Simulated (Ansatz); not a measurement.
Input:

```
LaAlO3
1.0
    3.60812     0.00000     0.00000
    0.00000     3.60812     0.00000
    0.00000     0.00000     3.60812
La Al O
1 1 3
Cartesian
  0.00000   0.00000   0.00000
  1.80406   1.80406   1.80406
  0.00000   1.80406   1.80406
  1.80406   1.80406   0.00000
  1.80406   0.00000   1.80406
```

No spin polarisation.

Computed with PBE/PAW in Ansatz (an electronic-structure program), no SOC. Settings: 9×9×9 k-points, 0.05 eV Fermi–Dirac smearing.

Task: Estimate the band gap.

Result: 3.71 eV.

Task: Predict the width of the top valence band.

Result: 1.28 eV.

Task: Predict the gap character.

Result: Direct at Γ.

Load acts through the strain it causes; cell and atoms are relaxed under it. Stability against distortions was not tested. No other phases were tried under pressure. The cell was made from LaAlO₃ in the cubic perovskite structure (space group Pm-3m, No. 221) by this change: pressure 45 GPa. Many cubic perovskites are stable only at high temperature; tilts and polar distortions were not tested.
